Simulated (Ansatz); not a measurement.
What does this script print? It uses Ansatz 0.2.0 through its Python package.

`run_md.py`:
```python
'''Born-Oppenheimer dynamics of Cu2O.'''

import warnings

import ansatz as az
from ase import Atoms
from ase.neighborlist import neighbor_list
import numpy as np

config = {
    'smearing': 'fixed',
    'xc': 'LDA',
    'kgrid': (2, 2, 2),
    'n_steps': 20,
    'temperature_k': 300,
}

warnings.simplefilter('ignore', az.DeckWarning)

cu2o = (
    az.Lattice.cubic(4.26)
    .space_group(224, origin_choice=1)
    .atom('Cu', (0.25, 0.25, 0.25))
    .atom('O', (0.0, 0.0, 0.0))
)

# a small cell and a short run: a test of the set-up, no statistics
calc = (
    cu2o.calculation()
    .occupations(config['smearing'])
    .functional(config['xc'])
    .kpoints(*config['kgrid'])
    .md('nvt_langevin', timestep=1.0, steps=config['n_steps'], temperature=config['temperature_k'], friction=0.01, initial_velocities='maxwell_boltzmann', seed=968)
)
steps = []


def collect(event):
    if event['event'] == 'md_step':
        steps.append(event['data'])


result = calc.session().plan().execute(on_event=collect)
report = result.report

print(' step   t (fs)     E_pot (eV)   E_kin (eV)    T (K)')
for s in steps[::1]:
    print(f'{s["step"]:5d} {s["time_fs"]:8.1f} {s["lagrangian_ev"]:14.4f} {s["e_kin_ev"]:12.4f} {s["temperature_k"]:8.1f}')

temperature = np.array([s['temperature_k'] for s in steps])
print(f'mean temperature of the second half {temperature[len(steps) // 2 :].mean():.1f} K')

track = np.array([s['positions_ang'] for s in steps])
names = np.array([site.symbol for site in result.lattice.sites])
for name in sorted(set(names)):
    msd = ((track[:, names == name] - track[0, names == name]) ** 2).sum(axis=2).mean(axis=1)
    print(f'mean square displacement of {name} (A^2):', np.round(msd[:: max(len(msd) // 6, 1)], 4))

with open('trajectory.xyz', 'w') as handle:
    for s in steps[::5]:
        handle.write(f'{len(s["positions_ang"])}\nt = {s["time_fs"]} fs\n')
        for site, xyz in zip(result.lattice.sites, s['positions_ang']):
            handle.write('{} {:.4f} {:.4f} {:.4f}\n'.format(site.symbol, *xyz))

symbols = [site.symbol for site in result.lattice.sites]
pairs = np.concatenate([neighbor_list('d', Atoms(symbols, positions=s['positions_ang'], cell=result.lattice.cell_ang, pbc=True), 4.5) for s in steps[len(steps) // 2 :]])
counts, edges = np.histogram(pairs, bins=np.arange(0.5, 4.51, 0.25))
for low, count in zip(edges, counts / (len(symbols) * len(steps[len(steps) // 2 :]))):
    print(f'{low:4.2f}-{low + 0.25:4.2f} A  {count:6.2f} neighbours an atom')
```

```console
$ python run_md.py
 step   t (fs)     E_pot (eV)   E_kin (eV)    T (K)
    0      0.0    -27330.0728       0.1939    250.0
    1      1.0    -27330.0724       0.1939    250.1
    2      2.0    -27330.0711       0.2036    262.5
    3      3.0    -27330.0689       0.2083    268.6
    4      4.0    -27330.0659       0.2052    264.6
    5      5.0    -27330.0621       0.2118    273.0
    6      6.0    -27330.0576       0.2226    287.0
    7      7.0    -27330.0521       0.2231    287.7
    8      8.0    -27330.0460       0.2175    280.5
    9      9.0    -27330.0390       0.2336    301.1
   10     10.0    -27330.0313       0.2033    262.1
   11     11.0    -27330.0238       0.2186    281.8
   12     12.0    -27330.0164       0.1985    255.9
   13     13.0    -27330.0092       0.2109    271.9
   14     14.0    -27330.0020       0.2411    310.8
   15     15.0    -27329.9942       0.2457    316.8
   16     16.0    -27329.9866       0.2250    290.2
   17     17.0    -27329.9803       0.1977    254.9
   18     18.0    -27329.9749       0.1928    248.7
   19     19.0    -27329.9702       0.1799    232.0
   20     20.0    -27329.9663       0.1829    235.8
mean temperature of the second half 269.2 K
mean square displacement of Cu (A^2): [0.     0.0001 0.0004 0.001  0.0018 0.0028 0.0039]
mean square displacement of O (A^2): [0.     0.0002 0.0008 0.0019 0.0034 0.0049 0.0063]
0.50-0.75 A    0.00 neighbours an atom
0.75-1.00 A    0.00 neighbours an atom
1.00-1.25 A    0.00 neighbours an atom
1.25-1.50 A    0.00 neighbours an atom
1.50-1.75 A    0.00 neighbours an atom
1.75-2.00 A    2.67 neighbours an atom
2.00-2.25 A    0.00 neighbours an atom
2.25-2.50 A    0.00 neighbours an atom
2.50-2.75 A    0.00 neighbours an atom
2.75-3.00 A    3.61 neighbours an atom
3.00-3.25 A    4.39 neighbours an atom
3.25-3.50 A    1.42 neighbours an atom
3.50-3.75 A    8.67 neighbours an atom
3.75-4.00 A    0.58 neighbours an atom
4.00-4.25 A    0.00 neighbours an atom
4.25-4.50 A    6.00 neighbours an atom
```

`trajectory.xyz`, as written:
```text
6
t = 0.0 fs
Cu 1.0650 1.0650 1.0650
Cu 1.0650 3.1950 3.1950
Cu 3.1950 1.0650 3.1950
Cu 3.1950 3.1950 1.0650
O 4.2600 4.2600 4.2600
O 2.1300 2.1300 2.1300
6
t = 5.0 fs
Cu 1.0649 1.0758 1.0767
Cu 1.0717 3.2041 3.1925
Cu 3.2010 1.0568 3.1794
Cu 3.1861 3.1749 1.0619
O 4.2637 4.2841 4.2827
O 2.1272 2.1327 2.1330
6
t = 10.0 fs
Cu 1.0672 1.0883 1.0910
Cu 1.0784 3.2162 3.1944
Cu 3.2008 1.0461 3.1671
Cu 3.1782 3.1554 1.0558
O 4.2610 4.3157 4.3012
O 2.1245 2.1303 2.1343
6
t = 15.0 fs
Cu 1.0714 1.1014 1.1045
Cu 1.0884 3.2325 3.2042
Cu 3.1982 1.0390 3.1591
Cu 3.1695 3.1392 1.0475
O 4.2483 4.3406 4.3156
O 2.1222 2.1242 2.1356
6
t = 20.0 fs
Cu 1.0755 1.1124 1.1182
Cu 1.0989 3.2500 3.2198
Cu 3.1965 1.0320 3.1548
Cu 3.1592 3.1285 1.0401
O 4.2311 4.3497 4.3272
O 2.1230 2.1149 2.1428
```

Reading the output:
- Absolute energies stand on the zero of these potentials, so only differences at equal settings mean something. A total without «per atom» is that of the whole cell that was run.
- The run is spin-unpolarised.
- Energy and stress may still move on a finer k-point mesh.
- Of the deposited cell: the entry's cell lengths or inner coordinates differ somewhat from later room-temperature determinations.
- Without a Hubbard U or exact exchange, semilocal functionals often make such 3d compounds metallic or too weakly gapped.
- The structure is a deposited one; some such entries were measured under pressure or heat, so a shift against it needn't be the functional's error alone.
- A small cell, a coarse mesh and a very short run: it shows the set-up and gives no equilibrium averages.
- It ran for 29 s on 1 thread of Arm Neoverse V2, with other jobs on the host, peak memory 0.44 GiB.
